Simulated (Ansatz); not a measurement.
Relaxed BaSnO3 (cubic perovskite):

```
BaSnO3
1.0
    4.13132     0.00000     0.00000
    0.00000     4.13132     0.00000
    0.00000     0.00000     4.13132
Ba Sn O
1 1 3
Direct
  0.00000   0.00000   0.00000
  0.50000   0.50000   0.50000
  0.00000   0.50000   0.50000
  0.50000   0.50000   0.00000
  0.50000   0.00000   0.50000
```

In this cell atom 3 (O, nearest neighbour Sn at 2.066 Å; its periodic images, 4.1 Å or more away, move with it) is moved by s towards the nearest neighbour, unit vector (-1.000, 0.000, 0.000); all other atoms and the cell stay fixed.

These are r2SCAN (plane waves to 500 eV, PAW, scalar-relativistic; Ansatz, a first-principles code) values and carry that method's errors. k mesh 7×7×7 (Γ-centred), Fermi-Dirac smearing 0.05 eV. The energy includes the smearing's −TS. BaSnO3 was relaxed with its symmetry unable to fall. The zero of ΔE is the undisplaced structure.

```json
[
 {"s (Å)": "-0.210", "ΔE (meV/cell)": "494"},
 {"s (Å)": "-0.168", "ΔE (meV/cell)": "withheld"},
 {"s (Å)": "-0.126", "ΔE (meV/cell)": "166"},
 {"s (Å)": "-0.084", "ΔE (meV/cell)": "72"},
 {"s (Å)": "-0.042", "ΔE (meV/cell)": "18"},
 {"s (Å)": "0.000", "ΔE (meV/cell)": "0"},
 {"s (Å)": "0.042", "ΔE (meV/cell)": "18"},
 {"s (Å)": "0.084", "ΔE (meV/cell)": "72"},
 {"s (Å)": "0.126", "ΔE (meV/cell)": "166"},
 {"s (Å)": "0.168", "ΔE (meV/cell)": "withheld"},
 {"s (Å)": "0.210", "ΔE (meV/cell)": "494"}
]
```

**Question.** Fit an even polynomial form (powers 2, 4) to the given rows and predict ΔE at s = -0.168.

**Answer.** Least squares on the 9 given rows: ΔE = (10030)·s² + (26490)·s⁴, in meV/cell with s in Å; root-mean-square residual 0.1 meV/cell. At -0.168 the fit gives 304 meV/cell; the calculation gives 305 meV/cell, so the interpolation is off by -1 (-0.3 %). The quadratic term alone would give 283 meV/cell.

(A displaced cell: forces are minus the slopes of the energy, force constants its curvatures, and phonons follow from these.)
